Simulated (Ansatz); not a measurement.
# Dielectric response of NaF (001) films, part 2 of 3

Wanted: ε of rocksalt NaF (001) by finite fields on slabs, and the band edges against the vacuum where run.

Ansatz 0.2.0; plane-wave DFT, PBEsol, Ansatz PAW.

So far, gap on the k-mesh (eV): step 2 (relaxing the film, 6 atoms, units 3) 5.74; step 10 (relaxation, 10 atoms, units 5) 5.82; step 11 (single point on the relaxed film, 10 atoms, units 5) 5.81; step 12 (atoms held, 10 atoms, units 5, field 0.1 V/Å) 5.28; step 13 (single point, 10 atoms, units 5, field -0.1 V/Å) 5.28.

## (14) Response with the atoms held, 10 atoms, units 5

This step: plane-wave DFT, PBEsol, Ansatz PAW; response to a field along the normal, atoms held (Ansatz 0.2.0).

Local field over the applied field, running mean. From the potentials at -0.1 and 0.1 V/Å; running mean over 2.315 Å, taken twice. The local field over applied field by z:

```
z (Å)  local field over applied field
  4.5                           0.999
  5.0                           0.997
  5.5                           0.991
  6.0                           0.975
  6.5                           0.938
  7.0                           0.874
  7.5                           0.786
  8.0                           0.691
  8.5                           0.607
  9.0                           0.549
  9.5                           0.520
 10.0                           0.514
 10.5                           0.518
 11.0                           0.523
 11.5                           0.526
 12.0                           0.527
 12.5                           0.528
 13.0                           0.528
 13.5                           0.528
 14.0                           0.528
 14.5                           0.528
 15.0                           0.528
 15.5                           0.527
 16.0                           0.524
 16.5                           0.521
 17.0                           0.516
 17.5                           0.515
 18.0                           0.530
 18.5                           0.573
 19.0                           0.645
 19.5                           0.736
 20.0                           0.830
 20.5                           0.908
 21.0                           0.959
 21.5                           0.984
 22.0                           0.995
 22.5                           0.998
 23.0                           0.999
```

The induced dipole is that of a conductor 5.77 Å thick.

## (15) Field on, atoms free, 10 atoms, units 5, field 0.05 V/Å

This step: plane-wave DFT, PBEsol, Ansatz PAW (Ansatz 0.2.0).

The same pair of relaxations in the field for this thickness.

Input file input.yaml:

```yaml
crystal:
  lattice:
    - [3.2739044, 0.0, 0.0]
    - [0.0, 3.2739044, 0.0]
    - [0.0, 0.0, 27.26]
  atoms:
    - { symbol: Na, position: [0.5, 0.5, 0.3308519303] }
    - { symbol: F, position: [0.0, 0.0, 0.3300068838] }
    - { symbol: Na, position: [0.0, 0.0, 0.4150193731] }
    - { symbol: F, position: [0.5, 0.5, 0.4151568199] }
    - { symbol: Na, position: [0.5, 0.5, 0.5] }
    - { symbol: F, position: [0.0, 0.0, 0.4999999997] }
    - { symbol: Na, position: [0.0, 0.0, 0.5849806272] }
    - { symbol: F, position: [0.5, 0.5, 0.5848431798] }
    - { symbol: Na, position: [0.5, 0.5, 0.66914807] }
    - { symbol: F, position: [0.0, 0.0, 0.669993116] }
kpoints:
  mp_grid: { grid: [8, 8, 1] }
hamiltonian:
  xc: pbesol
scf:
  occupations: { method: fixed }
  convergence: { dr2_threshold: 1.0e-10 }
efield:
  axis: 3
  dipole_correction: true
  ramp_position: 0.97
  ramp_width: 0.06
  amplitude: 0.05
relax:
  f_tol: 0.0006
  max_steps: 70
output:
  write_potential: true
  write_density: true
  volumetric_format: npy
```

On the command line:

```
ansatz run input.yaml --threads 4 --pin off --max-ram 6144MiB --backend cpu --events-out ev --progress --plain --runs-dir out
```

Wall time 9.9 s (4 threads of Arm Neoverse V2, shared host); peak memory 0.63 GiB.

Hardly anything moved in the relaxation; the energy changed by under 0.2 meV an atom.

The relaxation took 3 steps and lowered the energy by 3.4e-4 eV; the largest force on the free atoms ends at 4.4e-4 eV/Å.

The dipole is 0.0305 e·Å, and the gap on the mesh 5.748 eV.

## (16) Relaxing in the field, 10 atoms, units 5, field -0.05 V/Å

input.yaml: that of step 15 with these lines changed.

```diff
@@ -28,3 +28,3 @@
   ramp_width: 0.06
-  amplitude: 0.05
+  amplitude: -0.05
 relax:
```

It took 9.9 s on 4 threads; peak memory 0.65 GiB.

No atom moved by 0.005 Å in the relaxation.

The relaxation took 3 steps and lowered the energy by 3.4e-4 eV; the largest force on the free atoms ends at 4.4e-4 eV/Å.

The dipole is -0.0305 e·Å, and the gap on the mesh 5.748 eV.

## (17) Response with the atoms relaxed, 10 atoms, units 5

This step: plane-wave DFT, PBEsol, Ansatz PAW; response to a field along the normal, atoms relaxed (Ansatz 0.2.0).

Local field over the applied field, running mean. From the potentials at -0.05 and 0.05 V/Å; running mean over 2.315 Å, taken twice. Table of local field over applied field by z:

```csv
z (Å),local field over applied field
4.5,0.999
5.0,0.997
5.5,0.991
6.0,0.966
6.5,0.900
7.0,0.778
7.5,0.603
8.0,0.403
8.5,0.241
9.0,0.119
9.5,0.0792
10.0,0.100
10.5,0.147
11.0,0.178
11.5,0.206
12.0,0.215
12.5,0.205
13.0,0.193
13.5,0.187
14.0,0.190
14.5,0.198
15.0,0.211
15.5,0.212
16.0,0.195
16.5,0.164
17.0,0.125
17.5,0.0815
18.0,0.0891
18.5,0.173
19.0,0.308
19.5,0.498
20.0,0.692
20.5,0.848
21.0,0.933
21.5,0.982
22.0,0.995
22.5,0.998
23.0,1.000
```

The induced dipole is that of a conductor 10.30 Å thick.

## (18) Relaxation, 16 atoms, units 8

This step: plane-wave DFT, PBEsol, Ansatz PAW (Ansatz 0.2.0).

System of this step: NaF (001), 8 units. The cell holds 16 atoms: 8 Na and 8 F. Cell: a = 3.274 Å, b = 3.274 Å, c = 34.205 Å, α = 90.0°, β = 90.0°, γ = 90.0°. It derives from NaF (rocksalt NaF). Vacuum lies along c.

Input file input.yaml:

```yaml
crystal:
  lattice:
    - [3.2739044, 0.0, 0.0]
    - [0.0, 3.2739044, 0.0]
    - [0.0, 0.0, 34.205]
  atoms:
    - { symbol: Na, position: [0.5, 0.5, 0.263119427] }
    - { symbol: F, position: [0.0, 0.0, 0.263119427] }
    - { symbol: Na, position: [0.0, 0.0, 0.3307995907] }
    - { symbol: F, position: [0.5, 0.5, 0.3307995907] }
    - { symbol: Na, position: [0.5, 0.5, 0.3984797544] }
    - { symbol: F, position: [0.0, 0.0, 0.3984797544] }
    - { symbol: Na, position: [0.0, 0.0, 0.4661599181] }
    - { symbol: F, position: [0.5, 0.5, 0.4661599181] }
    - { symbol: Na, position: [0.5, 0.5, 0.5338400819] }
    - { symbol: F, position: [0.0, 0.0, 0.5338400819] }
    - { symbol: Na, position: [0.0, 0.0, 0.6015202456] }
    - { symbol: F, position: [0.5, 0.5, 0.6015202456] }
    - { symbol: Na, position: [0.5, 0.5, 0.6692004093] }
    - { symbol: F, position: [0.0, 0.0, 0.6692004093] }
    - { symbol: Na, position: [0.0, 0.0, 0.736880573] }
    - { symbol: F, position: [0.5, 0.5, 0.736880573] }
kpoints:
  mp_grid: { grid: [8, 8, 1] }
hamiltonian:
  xc: pbesol
scf:
  occupations: { method: fixed }
  convergence: { dr2_threshold: 1.0e-09 }
efield:
  axis: 3
  dipole_correction: true
  ramp_position: 0.97
  ramp_width: 0.06
relax:
  f_tol: 0.003
  max_steps: 100
output:
  write_potential: true
  write_density: true
  volumetric_format: npy
```

It took 26 s on 4 threads; peak memory 0.96 GiB; 1.7 min of CPU time.

Step by step:

```csv
step,energy less that of the first step (eV),largest force component (eV/Å)
1,0.0000,0.0903
2,-0.0018,0.0246
3,-0.0020,0.0062
4,-0.0020,0.0013
```

The run keeps the 8 symmetry operations that it works with, so distortions that break them were not tested.

The atoms that moved most (Å):

```
atom     dx     dy      dz  length
Na15  0.000  0.000  -0.019   0.019
 Na1  0.000  0.000   0.019   0.019
```

Running mean over 2.315 Å of the planar mean; the ramp of the sawtooth is left out. Electron's electrostatic potential energy less the highest filled level against z:

```
z (Å)  electron's electrostatic potential energy less the highest filled level (eV)
    4                                                                          6.84
    5                                                                          6.84
    6                                                                          6.83
    7                                                                          6.68
    8                                                                          3.09
    9                                                                          1.12
   10                                                                          1.04
   11                                                                          1.08
   12                                                                          1.09
   13                                                                          1.10
   14                                                                          1.09
   15                                                                          1.09
   16                                                                          1.09
   17                                                                          1.09
   18                                                                          1.09
   19                                                                          1.09
   20                                                                          1.09
   21                                                                          1.10
   22                                                                          1.09
   23                                                                          1.08
   24                                                                          1.03
   25                                                                          1.10
   26                                                                          2.12
   27                                                                          6.51
   28                                                                          6.83
   29                                                                          6.84
   30                                                                          6.84
```

The relaxation took 4 steps and lowered the energy by 0.0020 eV; the largest force on the free atoms ends at 0.0013 eV/Å.

The gap is 5.85 eV, with the valence edge 6.84 eV and the conduction edge 0.99 eV under the upper vacuum level.

## (19) Comparing the runs

Times are for 4 threads of Arm Neoverse V2, shared host. Results by setting:

```
no.  units  gap by band count (eV)  ionisation energy, upper face (eV)  electron affinity, upper face (eV)   time  memory (GiB)
  1      3                   5.738                               6.815                               1.077  5.5 s          0.50
  2      5                   5.816                               6.832                               1.017   14 s          0.67
  3      8                   5.852                               6.839                              0.9861   26 s          0.96
```

The valence density, planar mean (3) oscillates, so the rows of the table below give means over windows of 1 Å about each position, cut where the curve ends. Its maxima inside the range that stand out by 2 % of the span (Å: e/Å³): 9.1: 1.87, 11.3: 1.89, 13.6: 1.87. Its minima: 10.2: 0.0555, 12.4: 0.0555.

The runs together. The valence density, planar mean by z; means over each step:

| z (Å) | 3 (e/Å³) | 5 (e/Å³) | 8 (e/Å³) |
| --- | --- | --- | --- |
| 6 | 1.1e-4 | 1.1e-4 | 1.1e-4 |
| 7 | 0.00233 | 0.00236 | 0.00238 |
| 8 | 0.103 | 0.106 | 0.108 |
| 9 | 1.28 | 1.27 | 1.26 |
| 10 | 0.138 | 0.145 | 0.147 |
| 11 | 1.04 | 1.03 | 1.03 |
| 12 | 0.431 | 0.437 | 0.439 |
| 13 | 0.529 | 0.521 | 0.519 |
| 14 | 0.939 | 0.949 | 0.951 |
| 15 | 0.0219 | 0.172 | 0.169 |
| 16 | 7.4e-4 | 1.25 | 1.26 |
| 17 | 3.5e-5 | 0.127 | 0.122 |
| 18 | 0 | 1.11 | 1.11 |
| 19 | 0 | 0.338 | 0.352 |
| 20 | 0 | 0.00577 | 0.607 |
| 21 | 0 | 2.4e-4 | 0.866 |
| 22 | 0 | 1.2e-5 | 0.191 |

## (20) The relaxed film, single point, 16 atoms, units 8

Input file input.yaml:

```yaml
crystal:
  lattice:
    - [3.2739044, 0.0, 0.0]
    - [0.0, 3.2739044, 0.0]
    - [0.0, 0.0, 34.205]
  atoms:
    - { symbol: Na, position: [0.5, 0.5, 0.263679934] }
    - { symbol: F, position: [0.0, 0.0, 0.2630038917] }
    - { symbol: Na, position: [0.0, 0.0, 0.3307710157] }
    - { symbol: F, position: [0.5, 0.5, 0.330881562] }
    - { symbol: Na, position: [0.5, 0.5, 0.3985107941] }
    - { symbol: F, position: [0.0, 0.0, 0.3984882481] }
    - { symbol: Na, position: [0.0, 0.0, 0.4661633208] }
    - { symbol: F, position: [0.5, 0.5, 0.4661691962] }
    - { symbol: Na, position: [0.5, 0.5, 0.5338366793] }
    - { symbol: F, position: [0.0, 0.0, 0.533830804] }
    - { symbol: Na, position: [0.0, 0.0, 0.6014892059] }
    - { symbol: F, position: [0.5, 0.5, 0.601511752] }
    - { symbol: Na, position: [0.5, 0.5, 0.6692289842] }
    - { symbol: F, position: [0.0, 0.0, 0.6691184378] }
    - { symbol: Na, position: [0.0, 0.0, 0.7363200659] }
    - { symbol: F, position: [0.5, 0.5, 0.7369961082] }
kpoints:
  mp_grid: { grid: [8, 8, 1] }
hamiltonian:
  xc: pbesol
scf:
  occupations: { method: fixed }
  convergence: { dr2_threshold: 1.0e-09 }
efield:
  axis: 3
  dipole_correction: true
  ramp_position: 0.97
  ramp_width: 0.06
output:
  eigenvalues: true
  dos: { projected: true, e_range: [-7, 7] }
  write_potential: true
  write_density: true
  volumetric_format: npy
checkpoint:
  write: end8.run
  compress: false
  write_wavefunctions: false
```

The job ended after 12 s (4 threads; peak memory 1.1 GiB; 47 s of CPU time).

Running mean over 2.315 Å of the planar mean; the ramp of the sawtooth is left out. Electron's electrostatic potential energy less the highest filled level against z:

(Unchanged from step 18.)

The gap is 5.85 eV, with the valence edge 6.84 eV and the conduction edge 0.99 eV under the upper vacuum level.

## (21) Single point, 16 atoms, units 8, field 0.1 V/Å

input.yaml: that of step 20 with these lines changed.

```diff
@@ -28,3 +28,3 @@
   occupations: { method: fixed }
-  convergence: { dr2_threshold: 1.0e-09 }
+  convergence: { dr2_threshold: 1.0e-10 }
 efield:
@@ -34,5 +34,4 @@
   ramp_width: 0.06
+  amplitude: 0.1
 output:
-  eigenvalues: true
-  dos: { projected: true, e_range: [-7, 7] }
   write_potential: true
@@ -40,5 +39 @@
   volumetric_format: npy
-checkpoint:
-  write: end8.run
-  compress: false
-  write_wavefunctions: false
```

Wall time 14 s (4 threads); peak memory 1.1 GiB; 54 s of CPU time.

The dipole is 0.0536 e·Å, and the gap on the mesh 4.917 eV.

## (22) Atoms held, 16 atoms, units 8, field -0.1 V/Å

input.yaml: that of step 21 with these lines changed.

```diff
@@ -34,3 +34,3 @@
   ramp_width: 0.06
-  amplitude: 0.1
+  amplitude: -0.1
 output:
```

It took 14 s on 4 threads; peak memory 1.1 GiB; 55 s of CPU time.

The dipole is -0.0536 e·Å, and the gap on the mesh 4.917 eV.

## (23) Response with the atoms held, 16 atoms, units 8

This step: plane-wave DFT, PBEsol, Ansatz PAW; response to a field along the normal, atoms held (Ansatz 0.2.0).

Local field over the applied field, running mean. From the potentials at -0.1 and 0.1 V/Å; running mean over 2.315 Å, taken twice. Local field over applied field against z:

```
z (Å)  local field over applied field
    5                           0.997
    6                           0.975
    7                           0.874
    8                           0.691
    9                           0.549
   10                           0.514
   11                           0.523
   12                           0.527
   13                           0.528
   14                           0.528
   15                           0.528
   16                           0.528
   17                           0.528
   18                           0.528
   19                           0.528
   20                           0.528
   21                           0.528
   22                           0.527
   23                           0.524
   24                           0.516
   25                           0.533
   26                           0.654
   27                           0.840
   28                           0.963
   29                           0.995
```

The induced dipole is that of a conductor 9.05 Å thick.

## (24) Relaxing in the field, 16 atoms, units 8, field 0.05 V/Å

This step: plane-wave DFT, PBEsol, Ansatz PAW (Ansatz 0.2.0).

input.yaml: that of step 22 with these lines changed.

```diff
@@ -34,3 +34,6 @@
   ramp_width: 0.06
-  amplitude: -0.1
+  amplitude: 0.05
+relax:
+  f_tol: 0.0006
+  max_steps: 70
 output:
```

Wall time 30 s (4 threads); peak memory 0.96 GiB; 2 min of CPU time.

The relaxation took 4 steps and lowered the energy by 5.1e-4 eV; the largest force on the free atoms ends at 7.6e-5 eV/Å.

The dipole is 0.0472 e·Å, and the gap on the mesh 5.693 eV.

(Part 2 of 3 ends here.)

[Logs are printed without paths, hosts, clocks, repeated set-up lines and the standing remarks that a program may print on its own settings, such as how far it seeks lower states.]

[Hosts, paths, dates, database ids (printed as entryN), source tags and the programs' standing remarks are cut or masked in the printed files.]

[Maps of the electrostatic potential energy from Ansatz leave out the sawtooth potential of an applied field or a dipole correction, so their vacuum need not be flat; planar profiles and work functions include it.]
